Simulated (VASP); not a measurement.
Input of a VASP 6.6.1 run:

File INCAR:

```
SYSTEM = BAs
PREC = Accurate
ENCUT = 600
EDIFF = 1E-7
ISMEAR = 0
SIGMA = 0.03
LREAL = .FALSE.
LASPH = .TRUE.
NELM = 80
ALGO = Normal
ISIF = 2
LWAVE = .FALSE.
LCHARG = .FALSE.
GGA = PE
IBRION = 2
NSW = 40
EDIFFG = -0.01
```

Contents of KPOINTS:

```
Automatic mesh
0
G
  10 10 10
  0 0 0
```

POSCAR

```
BAs                                     
1.0
    0.0000000000      2.4241189928      2.4241189928
    2.4241189928      0.0000000000      2.4241189928
    2.4241189928      2.4241189928      0.0000000000
  B               As            
     1     1
Direct
     0.0000000000000000    0.0000000000000000    0.0000000000000000
     0.2500000000000000    0.2500000000000000    0.2500000000000000
```

Potentials or basis: VASP PAW PBE potentials, release 64 (B, As).

The run is started by

```bash
$ cat potpaw_PBE.64/B/POTCAR potpaw_PBE.64/As/POTCAR > POTCAR
$ mpirun -np 1 vasp_std > vasp.out
```

(1) Estimate the band gap on the k mesh.

## Answers

(1) 1.22 eV, indirect (least direct gap 3.22 eV).

Caveat: the relaxation stopped at its first step, so nothing moved.
